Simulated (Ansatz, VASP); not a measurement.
## Two plane-wave programs on Si

```
CELL_PARAMETERS angstrom
0.00000 2.70111 2.70111
2.70111 0.00000 2.70111
2.70111 2.70111 0.00000
ATOMIC_POSITIONS crystal
Si 0.00000 0.00000 0.00000
Si 0.25000 0.25000 0.25000
```

Alike in both runs: functional LDA; k mesh 18 × 18 × 18; occupations gaussian, width 0.02 eV; no spin polarisation.

Ansatz relaxed the structure, and its values are those at the end. VASP's run is a single point on that final structure, the one shown.

```csv
,VASP,Ansatz
version,VASP 6.6.1,Ansatz 0.2.0
potentials or method,"VASP PAW LDA potentials, release 64 (Si)","scalar-relativistic, plane waves, PAW"
plane-wave cutoff (eV),520,420
valence electrons in the cell,8,8
```

```tsv
	VASP	Ansatz	Ansatz less VASP
gap on the k mesh at the Fermi level (eV)	0.45	0.45	+0.002
least direct gap on the mesh (eV)	2.53	2.53	+0.002
pressure (GPa)	0.0	0.0	-0.04
```
